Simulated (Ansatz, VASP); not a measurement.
## Au: VASP beside Ansatz

```
CELL_PARAMETERS angstrom
0.00000 1.74433 1.74433
1.74433 0.00000 1.74433
1.74433 1.74433 0.00000
ATOMIC_POSITIONS crystal
Au 0.00000 0.00000 0.00000
```

Change from the starting cell: volume scaled by 0.64, LAPW.

Alike in both runs: task single point; functional LDA; k mesh 18 × 18 × 18; occupations fermi-dirac, width 0.08 eV; no spin polarisation.

|  | VASP | Ansatz |
| --- | --- | --- |
| version | VASP 6.6.1 | Ansatz 0.2.0 |
| potentials or method | VASP PAW LDA potentials, release 64 (Au), cutoff 520 eV | all-electron LAPW, scalar-relativistic |

```tsv
	VASP	Ansatz	Ansatz less VASP
pressure (GPa)	298.7	292.9	-5.71
```

Ansatz ran all-electron here, so the differences hold the error of VASP's frozen core and of both bases.

Caveats: the cell as given lies far from equilibrium; so large a pressure means that the cell lies far from this level's equilibrium, or that cutoff or potentials fall short (VASP). The runs have no spin-orbit coupling, so splittings on Au are missing.
